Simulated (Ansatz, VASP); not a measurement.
**TePb in VASP and in Ansatz**

```xyz
2
Lattice="0.0000 3.2270 3.2270 3.2270 0.0000 3.2270 3.2270 3.2270 0.0000" Properties=species:S:1:pos:R:3 pbc="T T T"
Te    3.2270    3.2270    3.2270
Pb    0.0000    0.0000    0.0000
```

Alike in both runs: task single point; functional PBE; k mesh 11 × 11 × 11; occupations fermi-dirac, width 0.08 eV; no spin polarisation.

|  | VASP | Ansatz |
| --- | --- | --- |
| version | VASP 6.6.1 | Ansatz 0.2.0 |
| potentials or method | VASP PAW PBE potentials, release 64 (Te, Pb_d), cutoff 520 eV | all-electron LAPW, scalar-relativistic |

|  | VASP | Ansatz | Ansatz less VASP |
| --- | --- | --- | --- |
| pressure (GPa) | 2.2 | 2.3 | +0.07 |

Ansatz ran all-electron here, so the differences hold the error of VASP's frozen core and of both bases.

Spin-orbit coupling is left out, which matters for the levels of Pb, Te.
